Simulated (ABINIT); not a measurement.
Pb:

```
Pb
1.0
     3.03861   -1.75032    0.00000
     3.03861    1.75032    0.00000
    -2.11546    0.00000    6.09522
Pb
2
Direct
  0.90851 0.90851 0.72629
  0.09149 0.09149 0.27371
```

This isn't the form of Pb at room conditions, which is fcc.

Base run:

| Item | Value |
| --- | --- |
| Program | ABINIT 10.8.3 (patched build) |
| Functional | LDA |
| Potentials or basis | JTH PAW PBE v2.0 |
| Cutoff | 707 eV |
| k mesh | 9 × 9 × 5 |
| Occupations | fermi-dirac, width 0.05 eV |
| Spin | no spin polarisation |

Its results: band gap on the k mesh none (metal or under the smearing width); pressure -3.5 GPa; largest force 0.170 eV/Å.

**Question.** The run is repeated on the same cell with these changes: functional from LDA to PBEsol. What comes out?

**Answer.** Band gap on the k mesh none (metal or under the smearing width); pressure -2.1 GPa; largest force 0.132 eV/Å.

PBEsol binds less tightly than LDA, so the same cell stands under more pressure.

Caveats: the PAW data sets were made with another functional, which shifts forces and pressure a little; spin-orbit coupling is left out, which moves the levels of the heavy elements.
